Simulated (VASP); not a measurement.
# Shielding tensors and field gradients of MgO, part 4 of 5

Aim: NMR shielding tensors and field gradients of MgO. The cell has space group P6_3/mmc, a computed entry that need not be the common form of this compound. The start is a computed cell from the Materials Project.

VASP 6.6.1, plane waves and PAW; the level of theory is named at each step.

So far. Step 2 (Relaxation): The forces stay under 1e-4 eV/Å. Step 3 (Ground state): The cell has a gap of 3.34 eV on this mesh and a pressure of -3.8 GPa, which holds the misfit of the given cell and coordinates with this functional, and any error of cutoff, mesh and data sets.

## (6) One more run

Level of this step: chemical shifts by linear response (GIPAW), LDA; plane waves and PAW (Mg, O) (VASP).

This run repeats the step with a slip in the input.

Input file INCAR:

```
SYSTEM = MgO
PREC = Accurate
ENCUT = 150
EDIFF = 1E-09
NELM = 100
ISMEAR = 0
SIGMA = 0.01
LREAL = .FALSE.
ALGO = Normal
GGA = CA
NBANDS = 14
LWAVE = .FALSE.
LCHARG = .FALSE.
KPAR = 2
LCHIMAG = .TRUE.
LEFG = .TRUE.
DQ = 0.001
ICHIBARE = 1
LNMR_SYM_RED = .TRUE.
```

Input file POSCAR:

```
MgO
1.0
    3.4863778627      0.0000000000      0.0000000000
   -1.7431889314      3.0192917963      0.0000000000
    0.0000000000      0.0000000000      4.1780412200
Mg O
2 2
Direct
    0.3333333333      0.6666666667      0.2500000000
    0.6666666667      0.3333333333      0.7500000000
    0.3333333333      0.6666666667      0.7500000000
    0.6666666667      0.3333333333      0.2500000000
```

Input file KPOINTS:

```
Automatic mesh
0
Gamma
7 7 6
0 0 0
```

Potentials, in the order of the species: Mg and O (LDA family, release 64).

The run is started by

```console
$ mpirun -np 2 vasp_std
```

Output:

```text
[... set-up lines as in an earlier step ...]
 entering main loop
       N       E                     dE             d eps       ncg     rms          rms(c)
DAV:   1    -0.305764848724E+00   -0.30576E+00   -0.38057E+03  1004   0.375E+02
DAV:   2    -0.307410493627E+02   -0.30435E+02   -0.29154E+02  1174   0.113E+02
DAV:   3    -0.313825308771E+02   -0.64148E+00   -0.64116E+00  1076   0.155E+01
DAV:   4    -0.313838082170E+02   -0.12773E-02   -0.12771E-02  1112   0.725E-01
DAV:   5    -0.313838140819E+02   -0.58649E-05   -0.58646E-05  1106   0.402E-02    0.176E+01
DAV:   6    -0.281683716487E+02    0.32154E+01   -0.23746E+00  1052   0.110E+01    0.936E+00
DAV:   7    -0.271639155214E+02    0.10045E+01   -0.47996E-01  1046   0.530E+00    0.245E+00
DAV:   8    -0.270725134205E+02    0.91402E-01   -0.30200E-02  1004   0.143E+00    0.114E-01
DAV:   9    -0.270727066124E+02   -0.19319E-03   -0.25970E-03   968   0.305E-01    0.641E-02
DAV:  10    -0.270726419331E+02    0.64679E-04   -0.28111E-04  1058   0.119E-01    0.601E-03
DAV:  11    -0.270726422985E+02   -0.36542E-06   -0.98348E-06  1004   0.224E-02    0.487E-03
DAV:  12    -0.270726423927E+02   -0.94236E-07   -0.10348E-06  1094   0.737E-03    0.109E-03
DAV:  13    -0.270726421461E+02    0.24658E-06   -0.19634E-07  1022   0.309E-03    0.319E-04
DAV:  14    -0.270726421759E+02   -0.29748E-07   -0.42548E-09  1088   0.464E-04    0.289E-05
DAV:  15    -0.270726421709E+02    0.49536E-08   -0.53772E-11   568   0.538E-05    0.130E-05
DAV:  16    -0.270726421718E+02   -0.89653E-09   -0.78279E-12   532   0.178E-05
ion   1
     0.0000000    -0.0000000     0.0000000     0.3111765    -0.0000000    -0.0000000
     0.0000337    -0.0000000     0.0000000     0.3111765    -0.0000000    -0.0000000
     0.0000464    -0.0000000     0.0000000     0.3111765    -0.0000000    -0.0000000
     0.0000638    -0.0000000     0.0000000     0.3111765    -0.0000000    -0.0000000
     0.0000879    -0.0000000     0.0000000     0.3111765    -0.0000000    -0.0000000

     0.0000000    -0.0000000     0.0000000     1.6895346    -0.0000000    -0.0000000
     0.0000337    -0.0000000     0.0000000     1.6895332    -0.0000000    -0.0000000
     0.0000464    -0.0000000     0.0000000     1.6895323    -0.0000000    -0.0000000
     0.0000638    -0.0000000     0.0000000     1.6895307    -0.0000000    -0.0000000
     0.0000879    -0.0000000     0.0000000     1.6895281    -0.0000000    -0.0000000

ion   2
     0.0000000    -0.0000000     0.0000000     0.3111765    -0.0000000    -0.0000000
     0.0000337    -0.0000000     0.0000000     0.3111765    -0.0000000    -0.0000000
     0.0000464    -0.0000000     0.0000000     0.3111765    -0.0000000    -0.0000000
     0.0000638    -0.0000000     0.0000000     0.3111765    -0.0000000    -0.0000000
     0.0000879    -0.0000000     0.0000000     0.3111765    -0.0000000    -0.0000000

     0.0000000    -0.0000000    -0.0000000     1.6895346    -0.0000000    -0.0000000
     0.0000337    -0.0000000    -0.0000000     1.6895332    -0.0000000    -0.0000000
     0.0000464    -0.0000000    -0.0000000     1.6895323    -0.0000000    -0.0000000
     0.0000638    -0.0000000    -0.0000000     1.6895307    -0.0000000    -0.0000000
     0.0000879    -0.0000000    -0.0000000     1.6895281    -0.0000000    -0.0000000

ion   3
     0.0000000    -0.0000000     0.0000000     0.8606640     0.0000000    -0.0000000
     0.0000293    -0.0000000     0.0000000     0.8606640     0.0000000    -0.0000000
     0.0000403    -0.0000000     0.0000000     0.8606640     0.0000000    -0.0000000
     0.0000555    -0.0000000     0.0000000     0.8606640     0.0000000    -0.0000000
     0.0000765    -0.0000000     0.0000000     0.8606640     0.0000000    -0.0000000

     0.0000000    -0.0000000     0.0000000     1.1112279     0.0000000    -0.0000000
     0.0000293    -0.0000000     0.0000000     1.1112278     0.0000000    -0.0000000
     0.0000403    -0.0000000     0.0000000     1.1112277     0.0000000    -0.0000000
     0.0000555    -0.0000000     0.0000000     1.1112276     0.0000000    -0.0000000
     0.0000765    -0.0000000     0.0000000     1.1112274     0.0000000    -0.0000000

ion   4
     0.0000000    -0.0000000     0.0000000     0.8606640     0.0000000    -0.0000000
     0.0000293    -0.0000000     0.0000000     0.8606640     0.0000000    -0.0000000
     0.0000403    -0.0000000     0.0000000     0.8606640     0.0000000    -0.0000000
     0.0000555    -0.0000000     0.0000000     0.8606640     0.0000000    -0.0000000
     0.0000765    -0.0000000     0.0000000     0.8606640     0.0000000    -0.0000000

     0.0000000    -0.0000000     0.0000000     1.1112279     0.0000000    -0.0000000
     0.0000293    -0.0000000     0.0000000     1.1112278     0.0000000    -0.0000000
     0.0000403    -0.0000000     0.0000000     1.1112277     0.0000000    -0.0000000
     0.0000555    -0.0000000     0.0000000     1.1112276     0.0000000    -0.0000000
     0.0000765    -0.0000000     0.0000000     1.1112274     0.0000000    -0.0000000

   1 F= -.27072642E+02 E0= -.27072642E+02  d E =-.418196E-63
DAV:   1    -0.724823809682E+02   -0.72482E+02   -0.60279E-10   696   0.125E-04
DAV:   2    -0.724823809682E+02   -0.63238E-11   -0.10623E-11   484   0.124E-05
BDIR= 1  IDIR= 2  IQ= -1
DAV:   1    -0.144946227594E+03   -0.14495E+03   -0.11142E-02  1978   0.733E-01
DAV:   2    -0.144946261939E+03   -0.34346E-04   -0.34346E-04  2116   0.115E-01
DAV:   3    -0.144946261979E+03   -0.39511E-07   -0.39511E-07  2182   0.342E-03
DAV:   4    -0.144946261979E+03   -0.15282E-09   -0.17521E-09  2062   0.208E-04
       N       E                     dE             d eps       ncg     rms
RMM:   1    -0.505338232779E+02   -0.50534E+02   -0.70020E+01  3292   0.328E+01
RMM:   2    -0.515734079997E+02   -0.10396E+01   -0.26202E+00  3607   0.395E+00
RMM:   3    -0.516200720066E+02   -0.46664E-01   -0.52231E-02  3623   0.557E-01
RMM:   4    -0.516213040008E+02   -0.12320E-02   -0.29110E-03  3672   0.110E-01
RMM:   5    -0.516214162856E+02   -0.11228E-03   -0.16269E-04  3600   0.259E-02
RMM:   6    -0.516214223422E+02   -0.60566E-05   -0.14653E-05  3282   0.661E-03
RMM:   7    -0.516214230019E+02   -0.65967E-06   -0.10428E-06  2954   0.177E-03
RMM:   8    -0.516214230443E+02   -0.42470E-07   -0.99640E-08  2636   0.483E-04
RMM:   9    -0.516214230491E+02   -0.47609E-08   -0.91391E-09  2408   0.156E-04
RMM:  10    -0.516214230494E+02   -0.27734E-09   -0.61863E-10  2241   0.635E-05
BDIR= 1  IDIR= 2  IQ=  0
DAV:   1    -0.144964765306E+03   -0.14496E+03   -0.58706E-10  1180   0.128E-04
DAV:   2    -0.144964765306E+03   -0.64261E-10   -0.11372E-11   986   0.134E-05
       N       E                     dE             d eps       ncg     rms
[...]
RLQ:   3    -0.284759809422E+00   -0.36446E-03   -0.40990E-04  3239   0.464E-02
RLQ:   4    -0.284769712981E+00   -0.99036E-05   -0.20123E-05  3185   0.971E-03
RLQ:   5    -0.284770519288E+00   -0.80631E-06   -0.11589E-06  2784   0.219E-03
RLQ:   6    -0.284770559238E+00   -0.39950E-07   -0.84690E-08  2407   0.550E-04
RLQ:   7    -0.284770563011E+00   -0.37731E-08   -0.60277E-09  2055   0.156E-04
RLQ:   8    -0.284770563261E+00   -0.24992E-09   -0.51592E-10  1687   0.622E-05
BDIR= 3  IDIR= 1  IQ= -1
DAV:   1    -0.144960810503E+03   -0.14496E+03   -0.11141E-02  2056   0.733E-01
DAV:   2    -0.144960844819E+03   -0.34316E-04   -0.34316E-04  2128   0.115E-01
DAV:   3    -0.144960844860E+03   -0.40886E-07   -0.40862E-07  2242   0.342E-03
DAV:   4    -0.144960844860E+03   -0.18363E-09   -0.18125E-09  2098   0.204E-04
       N       E                     dE             d eps       ncg     rms
RMM:   1    -0.499933315083E+02   -0.49993E+02   -0.61452E+01  3327   0.324E+01
RMM:   2    -0.511408123641E+02   -0.11475E+01   -0.27675E+00  3615   0.459E+00
RMM:   3    -0.512018935872E+02   -0.61081E-01   -0.76372E-02  3697   0.755E-01
RMM:   4    -0.512041443038E+02   -0.22507E-02   -0.61481E-03  3749   0.174E-01
RMM:   5    -0.512043760915E+02   -0.23179E-03   -0.34946E-04  3649   0.392E-02
RMM:   6    -0.512043881423E+02   -0.12051E-04   -0.33301E-05  3353   0.104E-02
RMM:   7    -0.512043896767E+02   -0.15344E-05   -0.22921E-06  3090   0.268E-03
RMM:   8    -0.512043897654E+02   -0.88665E-07   -0.26051E-07  2828   0.773E-04
RMM:   9    -0.512043897765E+02   -0.11102E-07   -0.16828E-08  2562   0.222E-04
RMM:  10    -0.512043897772E+02   -0.71432E-09   -0.20743E-09  2392   0.868E-05
BDIR= 3  IDIR= 1  IQ=  0
DAV:   1    -0.144964765306E+03   -0.14496E+03   -0.58706E-10  1180   0.128E-04
DAV:   2    -0.144964765306E+03   -0.10488E-10   -0.11043E-11   986   0.134E-05
       N       E                     dE             d eps       ncg     rms
RMM:   1    -0.500033097152E+02   -0.50003E+02   -0.61516E+01  3327   0.324E+01
RMM:   2    -0.511476132517E+02   -0.11443E+01   -0.27235E+00  3612   0.459E+00
RMM:   3    -0.512118227829E+02   -0.64210E-01   -0.80499E-02  3687   0.766E-01
RMM:   4    -0.512142306829E+02   -0.24079E-02   -0.66700E-03  3711   0.178E-01
RMM:   5    -0.512144898562E+02   -0.25917E-03   -0.38179E-04  3619   0.403E-02
RMM:   6    -0.512145031405E+02   -0.13284E-04   -0.38058E-05  3266   0.107E-02
RMM:   7    -0.512145048439E+02   -0.17034E-05   -0.24700E-06  2992   0.273E-03
RMM:   8    -0.512145049401E+02   -0.96249E-07   -0.29883E-07  2760   0.787E-04
RMM:   9    -0.512145049512E+02   -0.11054E-07   -0.16430E-08  2524   0.221E-04
RMM:  10    -0.512145049519E+02   -0.69264E-09   -0.20286E-09  2341   0.859E-05
BDIR= 3  IDIR= 1  IQ=  1
DAV:   1    -0.144968316862E+03   -0.14497E+03   -0.11141E-02  2056   0.733E-01
DAV:   2    -0.144968351118E+03   -0.34256E-04   -0.34256E-04  2134   0.115E-01
DAV:   3    -0.144968351159E+03   -0.41445E-07   -0.41454E-07  2236   0.344E-03
DAV:   4    -0.144968351159E+03   -0.18824E-09   -0.18890E-09  2076   0.207E-04
       N       E                     dE             d eps       ncg     rms
RMM:   1    -0.500131682256E+02   -0.50013E+02   -0.61548E+01  3328   0.324E+01
RMM:   2    -0.511570142049E+02   -0.11438E+01   -0.27086E+00  3609   0.459E+00
RMM:   3    -0.512214631963E+02   -0.64449E-01   -0.80678E-02  3693   0.769E-01
RMM:   4    -0.512238786676E+02   -0.24155E-02   -0.65655E-03  3744   0.180E-01
RMM:   5    -0.512241537526E+02   -0.27508E-03   -0.40830E-04  3660   0.419E-02
RMM:   6    -0.512241682283E+02   -0.14476E-04   -0.43264E-05  3359   0.112E-02
RMM:   7    -0.512241699415E+02   -0.17131E-05   -0.24399E-06  3091   0.273E-03
RMM:   8    -0.512241700360E+02   -0.94495E-07   -0.29355E-07  2843   0.781E-04
RMM:   9    -0.512241700468E+02   -0.10798E-07   -0.16034E-08  2564   0.218E-04
RMM:  10    -0.512241700474E+02   -0.67225E-09   -0.19708E-09  2390   0.849E-05
BDIR= 3  IDIR= 2  IQ= -1
DAV:   1    -0.144946227594E+03   -0.14495E+03   -0.11142E-02  1978   0.733E-01
DAV:   2    -0.144946261939E+03   -0.34346E-04   -0.34346E-04  2116   0.115E-01
DAV:   3    -0.144946261979E+03   -0.39544E-07   -0.39511E-07  2182   0.342E-03
DAV:   4    -0.144946261979E+03   -0.18125E-09   -0.17521E-09  2062   0.208E-04
       N       E                     dE             d eps       ncg     rms
RMM:   1    -0.500021946122E+02   -0.50002E+02   -0.61496E+01  3287   0.324E+01
RMM:   2    -0.511489154584E+02   -0.11467E+01   -0.27246E+00  3564   0.459E+00
RMM:   3    -0.512140098332E+02   -0.65094E-01   -0.83645E-02  3623   0.768E-01
RMM:   4    -0.512164445004E+02   -0.24347E-02   -0.66132E-03  3680   0.178E-01
RMM:   5    -0.512167059044E+02   -0.26140E-03   -0.38121E-04  3536   0.409E-02
RMM:   6    -0.512167190395E+02   -0.13135E-04   -0.37227E-05  3224   0.108E-02
RMM:   7    -0.512167207620E+02   -0.17225E-05   -0.24550E-06  2961   0.279E-03
RMM:   8    -0.512167208561E+02   -0.94162E-07   -0.27673E-07  2714   0.792E-04
RMM:   9    -0.512167208690E+02   -0.12889E-07   -0.18723E-08  2464   0.231E-04
RMM:  10    -0.512167208699E+02   -0.82359E-09   -0.26749E-09  2260   0.883E-05
BDIR= 3  IDIR= 2  IQ=  0
DAV:   1    -0.144964765306E+03   -0.14496E+03   -0.58698E-10  1180   0.128E-04
DAV:   2    -0.144964765306E+03    0.10289E-10   -0.11283E-11   986   0.134E-05
       N       E                     dE             d eps       ncg     rms
RMM:   1    -0.500028690469E+02   -0.50003E+02   -0.61511E+01  3284   0.324E+01
RMM:   2    -0.511466403754E+02   -0.11438E+01   -0.27021E+00  3559   0.459E+00
RMM:   3    -0.512118108755E+02   -0.65171E-01   -0.83405E-02  3619   0.768E-01
RMM:   4    -0.512142315144E+02   -0.24206E-02   -0.65845E-03  3659   0.178E-01
RMM:   5    -0.512144917545E+02   -0.26024E-03   -0.37712E-04  3535   0.408E-02
RMM:   6    -0.512145046993E+02   -0.12945E-04   -0.36736E-05  3192   0.108E-02
RMM:   7    -0.512145063967E+02   -0.16974E-05   -0.24043E-06  2936   0.277E-03
RMM:   8    -0.512145064886E+02   -0.91827E-07   -0.27082E-07  2705   0.785E-04
RMM:   9    -0.512145065010E+02   -0.12453E-07   -0.18036E-08  2453   0.228E-04
RMM:  10    -0.512145065018E+02   -0.78654E-09   -0.25284E-09  2238   0.876E-05
BDIR= 3  IDIR= 2  IQ=  1
DAV:   1    -0.144982899743E+03   -0.14498E+03   -0.11144E-02  1978   0.733E-01
DAV:   2    -0.144982934017E+03   -0.34274E-04   -0.34274E-04  2098   0.115E-01
DAV:   3    -0.144982934057E+03   -0.39758E-07   -0.39768E-07  2194   0.345E-03
DAV:   4    -0.144982934057E+03   -0.20322E-09   -0.18057E-09  2046   0.209E-04
       N       E                     dE             d eps       ncg     rms
RMM:   1    -0.499907739290E+02   -0.49991E+02   -0.61374E+01  3284   0.324E+01
RMM:   2    -0.511449975301E+02   -0.11542E+01   -0.27758E+00  3564   0.459E+00
RMM:   3    -0.512092098015E+02   -0.64212E-01   -0.79664E-02  3617   0.763E-01
RMM:   4    -0.512115681705E+02   -0.23584E-02   -0.64752E-03  3678   0.177E-01
RMM:   5    -0.512118239408E+02   -0.25577E-03   -0.37044E-04  3528   0.405E-02
RMM:   6    -0.512118366262E+02   -0.12685E-04   -0.35862E-05  3226   0.107E-02
RMM:   7    -0.512118382756E+02   -0.16494E-05   -0.23367E-06  2959   0.274E-03
RMM:   8    -0.512118383645E+02   -0.88856E-07   -0.26156E-07  2721   0.775E-04
RMM:   9    -0.512118383765E+02   -0.12015E-07   -0.17372E-08  2453   0.225E-04
RMM:  10    -0.512118383772E+02   -0.75434E-09   -0.24218E-09  2261   0.868E-05
       N       E                     dE             d eps       ncg     rms
RLQ:   1    -0.285337711993E+00   -0.28534E+00   -0.52923E-01  3021   0.199E+00
RLQ:   2    -0.291051543616E+00   -0.57138E-02   -0.11128E-02  3230   0.249E-01
RLQ:   3    -0.291412727049E+00   -0.36118E-03   -0.38464E-04  3150   0.414E-02
RLQ:   4    -0.291422113739E+00   -0.93867E-05   -0.21741E-05  3087   0.900E-03
RLQ:   5    -0.291423012158E+00   -0.89842E-06   -0.11251E-06  2634   0.195E-03
RLQ:   6    -0.291423047859E+00   -0.35701E-07   -0.89155E-08  2315   0.507E-04
RLQ:   7    -0.291423052210E+00   -0.43510E-08   -0.52828E-09  2050   0.142E-04
RLQ:   8    -0.291423052400E+00   -0.18967E-09   -0.51007E-10  1743   0.605E-05
```

It took 52 s on 2 MPI ranks of Intel Xeon 6975P-C (Granite Rapids), shared host; peak memory 0.28 GiB; 1.7 min of CPU time.

(Continued in part 5 of 5.)

[Lines on the potential files, build, host, timing and source positions are cut from VASP's logs without a mark.]

[Logs are printed without paths, hosts, clocks, repeated set-up lines and the standing remarks that a program may print on its own settings, such as how far it seeks lower states.]

[Hosts, paths, dates, database ids (printed as entryN), source tags and the programs' standing remarks are cut or masked in the printed files.]
